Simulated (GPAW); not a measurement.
Mg:

```
Mg
1.0
     3.05030    0.00000    0.00000
    -1.52515    2.64164    0.00000
     0.00000    0.00000    3.04484
Mg
1
Cartesian
  0.0000 0.0000 0.0000
```

This isn't the form of Mg at room conditions, which is hcp.

Base run:

- Program: GPAW 26.7.0
- Functional: RPBE
- Potentials or basis: the program's PAW data sets (release 1.2.1) made for this functional
- Cutoff: 800 eV
- Basis: pw
- k mesh: 10 × 10 × 9
- Occupations: gaussian, width 0.05 eV
- Spin: no spin polarisation

Its results: band gap on the k mesh none (metal or under the smearing width); pressure 2.1 GPa.

Problem. The run is repeated on the same cell with these changes: functional from RPBE to LDA. What comes out?

Solution. Band gap on the k mesh none (metal or under the smearing width); pressure -0.6 GPa.

LDA binds more tightly than RPBE, so the same cell stands under less pressure.
